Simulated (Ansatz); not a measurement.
# CdF2: one candidate of a structure search

Aim: relax a trial structure of CdF2 and see where it ends, then test the end with a random kick.

Program: Ansatz 0.2.0. Level of theory: DFT PBE, scalar-relativistic, plane waves, PAW. These are calculated values, not measurements.

## Step 1: The system as given

The structure is tetragonal, space group P-4m2 (No. 115). Conventional cell: a = 4.084 Å, b = 4.084 Å, c = 5.775 Å, α = 90.00°, β = 90.00°, γ = 90.00°. Cd (site symmetry -4m2) has 4 F at 2.50 Å in its first shell of neighbours. F (site symmetry 2mm) is surrounded by 2 Cd at 2.50 Å.

Structure file:

```cif
data_structure
_symmetry_space_group_name_H-M 'P 1'
_symmetry_Int_Tables_number 1
_cell_length_a 4.0836
_cell_length_b 4.0836
_cell_length_c 5.7751
_cell_angle_alpha 90.000
_cell_angle_beta 90.000
_cell_angle_gamma 90.000
_cell_volume 96.31
loop_
_atom_site_label
_atom_site_type_symbol
_atom_site_fract_x
_atom_site_fract_y
_atom_site_fract_z
_atom_site_occupancy
Cd1 Cd 0.00000 0.00000 0.00000 1
F1 F 0.50000 0.00000 0.25000 1
F2 F 0.00000 0.50000 0.75000 1
```

A structure generator made this guess: ordered vacancies on the cation sites of zinc blende (P-4m2, No. 115). The dimensions are guesses.

## Step 2: Probe: one point on a coarse mesh

Input file input.yaml:

```yaml
crystal:
  lattice:
    - [4.08364372, 0.0, 0.0]
    - [0.0, 4.08364372, 0.0]
    - [0.0, 0.0, 5.77514434]
  atoms:
    - { symbol: Cd, position: [0.0, 0.0, 0.0] }
    - { symbol: F, position: [0.5, 0.0, 0.25] }
    - { symbol: F, position: [0.0, 0.5, 0.75] }
basis:
  ecutwfc: 420
kpoints:
  mp_grid: { grid: [4, 4, 4] }
hamiltonian:
  xc: pbe
scf:
  occupations: { method: gaussian, width: 0.1 }
  lower_state_search: "off"
output:
  forces: true
  stress: true
  eigenvalues: true
```

On the command line:

```sh
ansatz run input.yaml --threads 1 --pin off --max-ram 2560MiB --backend cpu --events-out ev --progress --plain --runs-dir out
```

The session goes on with these runs: rough relaxation on the coarse mesh; relaxation on the finer mesh; second relaxation, mesh chosen anew; kick test: the unmoved cell on a coarse mesh; random kick, then relaxation; the kicked end on a coarse mesh; final relaxation (after the kick).

Before running it: what results should come out? Wanted: conventional cell; volume; energy over the elements; gap on the mesh; after the kick; energy gained by the kick.

The runs gave:

| quantity | value |
| --- | --- |
| symmetry at the first end (tolerance 0.02 Å) | space group P-4m2 (No. 115) |
| conventional cell | a = 3.781 Å, b = 3.781 Å, c = 3.296 Å, α = 90.00°, β = 90.00°, γ = 90.00° |
| volume | 15.70 Å³/atom |
| energy over the elements (uncorrected; H, N, O, F and Cl as molecules) | -2.01 eV/atom |
| gap on the mesh | 2.65 eV |
| after the kick | space group Fm-3m (No. 225), 13.72 Å³/atom, gap on the mesh 2.92 eV |
| energy gained by the kick | 167 meV/atom |

**Reading.** The space group P-4m2 (No. 115) is kept, and the volume per atom shrinks by 51.1 % from the first guess. A negative formation energy is needed for stability but isn't enough; other structures and compounds were not set against it here. The first end is not the local ground state: the kicked cell settles 167 meV/atom lower. Where a structure here is layered, its layers are held mostly by dispersion, which this level lacks, so their spacing and the stiffness across them are unreliable there.
